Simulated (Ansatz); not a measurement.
PbF2 (started from an entry of an open crystallographic database) at its r2SCAN+rVV10 geometry, run in Ansatz 0.2.0 at 4 levels of theory. Calculated for a static, non-magnetic cell.

The LDA input:
```yaml
crystal:
  lattice:
    - [0.0, 2.9458076056, 2.9458076056]
    - [2.9458076056, 0.0, 2.9458076056]
    - [2.9458076056, 2.9458076056, 0.0]
  atoms:
    - { symbol: Pb, position: [0.0, 0.0, 0.0] }
    - { symbol: F, position: [0.25, 0.25, 0.25] }
    - { symbol: F, position: [0.75, 0.75, 0.75] }
kpoints:
  mp_grid: { grid: [8, 8, 8] }
  band_path:
    path:
      - [0.0, 0.0, 0.0]
      - [0.5, 0.0, 0.5]
      - [0.625, 0.25, 0.625]
      - [0.375, 0.375, 0.75]
      - [0.5, 0.5, 0.5]
      - [0.5, 0.25, 0.75]
      - [0.25, -0.5, -0.25]
      - [0.0, 0.5, 0.5]
    npoints: 1
hamiltonian:
  xc: lda
scf:
  occupations: { method: fixed }
  n_extra_bands: 4
output:
  forces: true
  stress: true
  eigenvalues: true
```

Main results, then, where recorded, the levels near the gap in eV from the Fermi energy (columns number the bands from 0), one row a point of the path (Γ, X, U, K, L, W, W, X):
```
Crystal: 3 atoms, lattice volume = 51.126 Å³
Symmetry: 48 space group operations
Space group: Fm-3m (ITA 225)
```
```
Basis set: ecut = 420 eV, 965 PW (Γ)
k-points: 29 of 512
SCF 1 converged in 6 iterations: F = -13191.244343 eV  dr2 = 2.13e-8
Free energy (F): -13191.244343 eV
Fermi energy:    4.828218 eV
--- Stress (GPa, compression-positive) ---
       -3.282613       0.000000       0.000000
        0.000000      -3.282613       0.000000
        0.000000       0.000000      -3.282613
  P = ⅓ Tr σ = -3.2826 GPa (-32.826 kbar)
```
```tsv
band_10	band_11	band_12	band_13	band_14	band_15	band_16
-2.586	-2.082	-2.082	-2.082	6.620	6.620	6.620
-1.638	-1.631	-1.631	-0.160	4.260	7.829	7.829
-2.179	-1.792	-1.647	-0.036	5.192	6.536	7.819
-2.179	-1.792	-1.647	-0.036	5.192	6.536	7.819
-2.825	-2.249	-2.249	-0.031	4.852	7.585	7.585
-2.824	-1.704	-1.566	0.000	5.950	5.950	7.323
-2.824	-1.704	-1.566	0.000	5.950	5.950	7.323
-1.638	-1.631	-1.631	-0.160	4.260	7.829	7.829
```

With LDA the valence top lies at W and the conduction bottom at X, 4.26 eV higher; the smallest vertical gap, at X, is 4.42 eV.

PBE+SOC. Against the first input these blocks differ (the band path and keys that only write files left aside):
```yaml
hamiltonian:
  xc: pbe
scf:
  occupations: { method: fixed }
  n_extra_bands: 8
magnetization:
  noncollinear: true
  spin_orbit: true
```

```
Basis set: ecut = 420 eV, 965 PW (Γ)
k-points: 29 of 512
SCF 1 converged in 7 iterations: F = -13563.005603 eV  dr2 = 2.51e-8
Free energy (F): -13563.005603 eV
Fermi energy:    5.304367 eV
--- Stress (GPa, compression-positive) ---
        4.064094       0.000000       0.000000
        0.000000       4.064094       0.000000
        0.000000       0.000000       4.064094
  P = ⅓ Tr σ = 4.0641 GPa (40.641 kbar)
```
```tsv
band_20	band_21	band_22	band_23	band_24	band_25	band_26	band_27	band_28	band_29	band_30	band_31	band_32	band_33
-2.618	-2.618	-2.257	-2.257	-2.092	-2.092	-2.092	-2.092	5.029	5.029	7.459	7.459	7.459	7.459
-1.729	-1.729	-1.708	-1.708	-1.673	-1.673	-0.145	-0.145	4.035	4.035	7.338	7.338	8.539	8.539
-2.233	-2.233	-1.854	-1.854	-1.716	-1.716	-0.035	-0.035	4.764	4.764	6.691	6.691	8.071	8.071
-2.233	-2.233	-1.854	-1.854	-1.716	-1.716	-0.035	-0.035	4.764	4.764	6.691	6.691	8.071	8.071
-2.786	-2.786	-2.307	-2.307	-2.285	-2.285	-0.056	-0.056	4.625	4.625	6.955	6.955	8.423	8.423
-2.805	-2.805	-1.772	-1.772	-1.637	-1.637	0.000	0.000	5.035	5.035	6.573	6.573	7.651	7.651
-2.805	-2.805	-1.772	-1.772	-1.637	-1.637	0.000	0.000	5.035	5.035	6.573	6.573	7.651	7.651
-1.729	-1.729	-1.708	-1.708	-1.673	-1.673	-0.145	-0.145	4.035	4.035	7.338	7.338	8.539	8.539
```

With PBE+SOC the valence top lies at W and the conduction bottom at X, 4.03 eV higher; the smallest vertical gap, at X, is 4.18 eV. At this geometry PBE+SOC finds +4.06 GPa, compression counted positive: its own equilibrium volume is larger.

**Question.** In the first input these blocks are replaced (the band path and keys that only write files left aside):
```yaml
hamiltonian:
  xc: r2scan
```
What comes out?

**Answer.**
```
Basis set: ecut = 500 eV, 1291 PW (Γ)
k-points: 29 of 512
SCF 1 converged in 7 iterations: F = -13542.235178 eV  dr2 = 4.48e-9
Free energy (F): -13542.235178 eV
Fermi energy:    4.942177 eV
--- Stress (GPa, compression-positive) ---
        1.203693       0.000000       0.000000
        0.000000       1.203693       0.000000
        0.000000       0.000000       1.203693
  P = ⅓ Tr σ = 1.2037 GPa (12.037 kbar)
```
```tsv
band_10	band_11	band_12	band_13	band_14	band_15	band_16
-2.796	-2.284	-2.284	-2.284	7.316	7.316	7.316
-1.863	-1.858	-1.858	-0.145	4.924	8.508	8.508
-2.363	-2.014	-1.871	-0.037	5.839	7.114	8.511
-2.363	-2.014	-1.871	-0.037	5.839	7.114	8.511
-2.987	-2.461	-2.461	-0.078	5.360	8.292	8.292
-2.983	-1.928	-1.793	0.000	6.601	6.601	7.878
-2.983	-1.928	-1.793	0.000	6.601	6.601	7.878
-1.863	-1.858	-1.858	-0.145	4.924	8.508	8.508
```
r2SCAN gives an indirect gap of 4.92 eV, from W to X; the least direct gap is 5.07 eV at X. At this geometry r2SCAN finds +1.20 GPa, compression counted positive: its own equilibrium volume is larger.

HSE06. Against the first input these blocks differ (the band path and keys that only write files left aside):
```yaml
kpoints:
  mp_grid: { grid: [6, 6, 6] }
hamiltonian:
  xc: hse06
```

```
Basis set: ecut = 420 eV, 965 PW (Γ)
k-points: 16 of 216
SCF 1 stopped early in 2 iterations: F = -13524.677250 eV  dr2 = 3.42e-5
Exchange kernel: α = 0.2500, screened, ω = 0.2079 Å⁻¹, Wigner–Seitz truncation, v(0) = 1046.7712 eV·Å³, q-mesh 6×6×6
SCF 2 stopped early in 7 iterations: F = -13527.718270 eV  dr2 = 2.65e-6
hybrid outer 1: dexx = +9.848e-3 eV, tail = 1.97e-5 eV
SCF 3 converged in 4 iterations: F = -13527.718254 eV  dr2 = 2.11e-10
hybrid outer 2: dexx = +2.187e-7 eV, tail = 7.08e-9 eV, Δε = 3.15e-3 eV
Free energy (F): -13527.718254 eV
Fermi energy:    4.362089 eV
--- Stress (GPa, compression-positive) ---
        2.371962       0.000000       0.000000
        0.000000       2.371962       0.000000
        0.000000       0.000000       2.371962
  P = ⅓ Tr σ = 2.3720 GPa (23.720 kbar)
```
```tsv
band_10	band_11	band_12	band_13	band_14	band_15	band_16
-3.260	-2.722	-2.722	-2.722	8.229	8.229	8.229
-2.275	-2.268	-2.268	-0.103	5.747	9.491	9.491
-2.784	-2.434	-2.283	-0.008	6.688	8.098	9.480
-2.784	-2.434	-2.283	-0.008	6.688	8.098	9.480
-3.454	-2.904	-2.904	-0.105	6.286	9.233	9.233
-3.433	-2.342	-2.202	0.033	7.481	7.481	8.949
-3.433	-2.342	-2.202	0.033	7.481	7.481	8.949
-2.275	-2.268	-2.268	-0.103	5.747	9.491	9.491
```

The HSE06 gap is indirect, 5.71 eV (W to X), below the direct gap of 5.85 eV at X. The mean pressure is +2.4 GPa (compression positive), so HSE06 would enlarge the cell's volume. (The program warns that its thresholds are loose for a hybrid's stress.)

Small level splittings and stresses of the hybrids carry the error of their coarser meshes.

Totals of different functionals, or with and without spin-orbit coupling, can't be compared.

Only the levels marked +SOC include spin-orbit coupling.

The meshes of the hybrids are coarse, so their gaps aren't converged to the digits shown.
